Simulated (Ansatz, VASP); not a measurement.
**One calculation of CdTe, two programs**

```xyz
2
Lattice="0.0000 3.2050 3.2050 3.2050 0.0000 3.2050 3.2050 3.2050 0.0000" Properties=species:S:1:pos:R:3 pbc="T T T"
Te    4.8075    4.8075    4.8075
Cd    0.0000    0.0000    0.0000
```

Alike in both runs: functional PBEsol; k mesh 5 × 5 × 5; occupations fermi-dirac, width 0.05 eV; non-collinear spin, spin-orbit coupling.

```csv
,VASP,Ansatz
version,VASP 6.6.1,Ansatz 0.2.0
potentials or method,"VASP PAW PBE potentials, release 64 (Te, Cd)",Ansatz PAW
plane-wave cutoff (eV),520,420
valence electrons in the cell,18,36
task,single point,band structure
```

|  | VASP | Ansatz | Ansatz less VASP |
| --- | --- | --- | --- |
| gap on the k mesh at the Fermi level (eV) | 0.48 | 0.48 | -0.005 |
| least direct gap on the mesh (eV) | 0.48 | 0.48 | -0.005 |
| pressure (GPa) | 2.0 | 1.7 | -0.21 |
| net moment per atom (μB) | 0.00 | 0.00 | 0.000 |

The two sets of potentials don't hold the same shells in valence.

Caveats: the PAW data sets were made with another functional, which shifts forces and pressure a little (VASP); the PAW data sets come from PBE, with cores solved anew for the run's functional, which leaves a small shift of forces and pressure (Ansatz).
